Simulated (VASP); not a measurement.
Runs of VASP 6.6.1 on HfO2. Symmetry: P4_2/nmc, No. 137, tetragonal system. Conventional cell: a = 3.558 Å, b = 3.558 Å, c = 5.172 Å, α = 90.00°, β = 90.00°, γ = 90.00°. Around Hf (site symmetry -4m2) lie 4 O at 2.05 Å. O (site symmetry 2mm) is surrounded by 2 Hf at 2.05 Å. Measurements of this composition are mostly on another form, of space group No. 14.

```csv
level,potentials or basis,gap on the mesh (eV),pressure (GPa)
TB-mBJ,"VASP PAW PBE potentials, release 64 (Hf_pv, O)",6.41,-
r2SCAN,"VASP PAW PBE potentials, release 64 (Hf_pv, O)",(b),0.4
LDA,"VASP PAW LDA potentials, release 64 (Hf_pv, O)",(a),-7.4
PBE,"VASP PAW PBE potentials, release 64 (Hf_pv, O)",4.76,6.5
```

Alike in all rows: task band structure; no spin polarisation; cell as given; k mesh 8 × 8 × 6; cutoff (eV) 520; smearing gaussian 0.02 eV.

Problem. Estimate the missing entries.

Solution. (a) 4.55; (b) 5.29.

Caveats: spin-orbit coupling is left out, which moves the levels of the heavy elements; the PAW data sets were made with another functional, which shifts forces and pressure a little (some runs).

A k mesh can miss the band edges, and the runs leave out spin-orbit coupling on Hf.
